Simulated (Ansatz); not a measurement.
# PtSe$_{2}$: clamped-ion strain scan

Level of theory: Ansatz, DFT LDA, scalar-relativistic, plane waves, PAW. The runs took a 420 eV cutoff, a Γ-centred 12×12×10 mesh and Fermi–Dirac smearing (0.02 eV). Spin–orbit coupling is left out, which can shift energies with elements as heavy as these. No spin polarisation. Energies are free energies at this smearing, counted from the undisturbed cell; pressure is positive in compression.

The undisturbed cell (as given, not relaxed at this level; it stands at -0.5 GPa):

```yaml
crystal:
  lattice:
    - [3.72400, 0.00000, 0.00000]
    - [-1.86200, 3.22508, 0.00000]
    - [0.00000, 0.00000, 5.06200]
  atoms:
    - { symbol: Pt, position: [0.00000, 0.00000, 0.00000] }
    - { symbol: Se, position: [0.33333, 0.66667, 0.25000] }
    - { symbol: Se, position: [0.66667, 0.33333, 0.75000] }
```

The cell is strained by ε times the Voigt pattern (0, 1, 0, 0, 0, 0) (xx, yy, zz, yz, xz, xy; engineering shear) with fractional coordinates fixed. The cell is metallic on the mesh throughout.

```
      ε  ΔE (meV/atom) stress summed along the pattern (GPa, tension positive) pressure (GPa)
-0.0600           65.1                                                   -18.56            10.6
-0.0450           35.1                                                   -13.15             7.4
-0.0300           14.9                                                    -8.25             4.5
-0.0150              ?                                                        ?             1.9
 0.0000            0.0                                                     0.11            -0.5
 0.0150            3.6                                                     3.66            -2.6
 0.0300           13.6                                                        ?               ?
 0.0450           29.4                                                     9.67            -6.2
 0.0525           39.2                                                    10.97            -7.0
 0.0600              ?                                                        ?            -7.7
```

Problem. Give the withheld values.

Solution. ΔE (meV/atom) at ε = -0.0150: 3.5; stress summed along the pattern (GPa, tension positive) at ε = -0.0150: -3.84; stress summed along the pattern (GPa, tension positive) at ε = 0.0300: 6.84; pressure (GPa) at ε = 0.0300: -4.5; ΔE (meV/atom) at ε = 0.0600: 50.2; stress summed along the pattern (GPa, tension positive) at ε = 0.0600: 12.18.

Cost: 10 runs of about 2.3 core-minutes in all, on AMD EPYC 9R14 (Zen 4) (shared hosts).